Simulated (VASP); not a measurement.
# Li: molecular dynamics at constant energy

Li, P6_3/mmc (no. 194), 16 atoms in the cell. PBE, molecular dynamics; PAW potentials Li (PBE set).

Ensemble: NVE; Starting temperature (K): 1000.

## Input

INCAR:
```
SYSTEM = Li
GGA      = PE             ! functional
PREC     = Normal         ! precision mode
ENCUT    = 200            ! plane-wave cutoff, eV
EDIFF    = 1E-6           ! SCF threshold, eV
NELMIN   = 4            
NELM     = 60             ! most SCF steps
ALGO     = Fast           ! electronic algorithm
LREAL    = Auto         
LASPH    = .True.         ! aspherical terms in the spheres
ISMEAR   = -1             ! smearing method
SIGMA    = 0.05           ! smearing width, eV
ISYM     = 0            
LWAVE    = .False.        ! write WAVECAR
LCHARG   = .False.        ! write CHGCAR
IBRION   = 0              ! ionic algorithm
NSW      = 60             ! ionic steps
POTIM    = 1.0            ! step
TEBEG    = 1000         
ISIF     = 2              ! what is computed and relaxed
RANDOM_SEED= 416609 0 0   
MDALGO   = 1            
ANDERSEN_PROB= 0.0          
KPAR     = 2             
```

KPOINTS:
```
k-points
0
Monkhorst-Pack
  2 2 2
```

POSCAR:
```
Li
1.0
    6.2220000000      0.0000000000      0.0000000000
    0.0000000000      5.3884100624      0.0000000000
    0.0000000000      0.0000000000     10.1860000000
Li
16
Direct
    0.2500000000      0.1666666666      0.3750000000
    0.2500000000      0.1666666666      0.8750000000
    0.7500000000      0.1666666666      0.3750000000
    0.7500000000      0.1666666666      0.8750000000
    0.0000000001      0.6666666666      0.3750000000
    0.0000000001      0.6666666666      0.8750000000
    0.5000000000      0.6666666666      0.3750000000
    0.5000000000      0.6666666666      0.8750000000
    0.0000000000      0.3333333334      0.1250000000
    0.0000000000      0.3333333334      0.6250000000
    0.5000000000      0.3333333334      0.1250000000
    0.5000000000      0.3333333334      0.6250000000
    0.2500000000      0.8333333334      0.1250000000
    0.2500000000      0.8333333334      0.6250000000
    0.7500000000      0.8333333334      0.1250000000
    0.7500000000      0.8333333334      0.6250000000
```

Commands:
```
cat potpaw_PBE.64/Li/POTCAR > POTCAR
mpirun -np 2 vasp_std > vasp.out
```

## Result

- Rise of the mean potential energy above the start (meV/atom): 59.5
- Mean temperature (K): 509
- Electronic steps per ionic step after the first: 4.1

Course of the run:

| Time (fs) | Temperature (K) | Potential energy less the first (meV/atom) |
|---|---|---|
| 1 | 1000 | 0.0 |
| 6 | 959 | 5.0 |
| 10 | 873 | 15.4 |
| 15 | 715 | 34.6 |
| 19 | 570 | 52.1 |
| 24 | 402 | 72.5 |
| 28 | 304 | 84.3 |
| 33 | 246 | 91.4 |
| 37 | 247 | 91.3 |
| 42 | 290 | 86.1 |
| 46 | 339 | 80.2 |
| 51 | 402 | 72.5 |
| 55 | 448 | 67.0 |
| 60 | 492 | 61.6 |

The mean temperature lies below the starting 1000 K, since the atoms start on their sites and part of their kinetic energy turns into potential energy.

REPORT:
```
MDALGO =   1
         ANDERSEN_PROB =  0.00000000
               SCALING =       0
                 CNEXP =     9.000   14.000
           RANDOM_SEED =            416609                0                0

   original number of atomic DOF:         45
   number of independent constraints:      0
   number of active DOF:                  45

========================================
         MD step No.       1
========================================

  Atomic velocities initialized by STEP_tb

  >Energies
                    E_tot             E_pot             E_kin               EPS                ES
   e_b>   -0.28380002E+02   -0.30318995E+02    0.19389929E+01    0.00000000E+00    0.00000000E+00

  >Temperature
               T_sim     T_inst
   tmprt>   1000.000   1000.042

  >Thermostat, num. of collisions:                0

           RANDOM_SEED =            416609              192                0

[... steps left out ...]

========================================
         MD step No.      60
========================================

  >Energies
                    E_tot             E_pot             E_kin               EPS                ES
   e_b>   -0.28379454E+02   -0.29332696E+02    0.95324202E+00    0.00000000E+00    0.00000000E+00

  >Temperature
               T_sim     T_inst
   tmprt>   1000.000    491.638

  >Thermostat, num. of collisions:                0

           RANDOM_SEED =            416609             5856                0
```

OSZICAR:
```
N       E                     dE             d eps       ncg     rms          rms(c)
DAV:   1    -0.199248112011E+02   -0.19925E+02   -0.22405E+03   136   0.295E+02
DAV:   2    -0.298783991982E+02   -0.99536E+01   -0.88387E+01   204   0.382E+01
DAV:   3    -0.303318537430E+02   -0.45345E+00   -0.44517E+00   143   0.768E+00
DAV:   4    -0.303386284739E+02   -0.67747E-02   -0.67705E-02   176   0.123E+00
DAV:   5    -0.303387534947E+02   -0.12502E-03   -0.12501E-03   144   0.143E-01    0.529E-01
RMM:   6    -0.303270314036E+02    0.11722E-01   -0.63694E-04   136   0.114E-01    0.348E-01
RMM:   7    -0.303192778354E+02    0.77536E-02   -0.19982E-03   136   0.219E-01    0.174E-02
RMM:   8    -0.303189970263E+02    0.28081E-03   -0.20672E-04   136   0.100E-01    0.367E-03
RMM:   9    -0.303189942298E+02    0.27965E-05   -0.34454E-05   136   0.330E-02    0.234E-03
RMM:  10    -0.303189952009E+02   -0.97104E-06   -0.38113E-06   126   0.126E-02
      1 T=  1000. E= -.28380002E+02 F= -.30318995E+02 E0= -.30247280E+02  EK= 0.19390E+01 SP= 0.00E+00 SK= 0.00E+00
       N       E                     dE             d eps       ncg     rms          rms(c)
[... left out ...]
     58 T=   476. E= -.28379462E+02 F= -.29302332E+02 E0= -.29267567E+02  EK= 0.92287E+00 SP= 0.00E+00 SK= 0.00E+00
     59 T=   484. E= -.28379458E+02 F= -.29318169E+02 E0= -.29284055E+02  EK= 0.93871E+00 SP= 0.00E+00 SK= 0.00E+00
[... last step whole ...]
       N       E                     dE             d eps       ncg     rms          rms(c)
DAV:   1    -0.293326953349E+02   -0.14527E-01   -0.37851E-04   174   0.959E-02    0.300E-04
RMM:   2    -0.293326962300E+02   -0.89508E-06   -0.90156E-06   117   0.118E-02    0.225E-04
RMM:   3    -0.293326963569E+02   -0.12694E-06   -0.11707E-06    83   0.408E-03    0.148E-04
RMM:   4    -0.293326963804E+02   -0.23461E-07   -0.24011E-07    58   0.192E-03
     60 T=   492. E= -.28379454E+02 F= -.29332696E+02 E0= -.29299281E+02  EK= 0.95324E+00 SP= 0.00E+00 SK= 0.00E+00
```

Limits: 60 fs of 16 atoms are too short for converged averages; the cell is only 5.4 Å across, so each atom moves in step with near copies of itself.

VASP 6.6.1 took 93 s on 2 cores (Intel Xeon Platinum 8559C (Emerald Rapids)), a shared host.
